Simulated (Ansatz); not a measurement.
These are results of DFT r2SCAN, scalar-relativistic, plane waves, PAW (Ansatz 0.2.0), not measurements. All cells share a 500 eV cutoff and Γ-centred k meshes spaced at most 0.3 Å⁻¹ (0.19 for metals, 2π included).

All energies are static (0 K, no zero-point motion). Larger cells and other orderings weren't all tried, so the list isn't exhaustive. The k mesh leaves about 4 meV/atom of noise in metals. Spin–orbit coupling is left out. No run is spin-polarised.

3 distinct structures were compared, and only named types are asked about.

Task: Which is lower for PbSe, the rock salt or the caesium chloride structure, and by how much?

Result: The rock salt structure, by 263 meV/atom. It takes 29.4 Å³/atom against 26.7.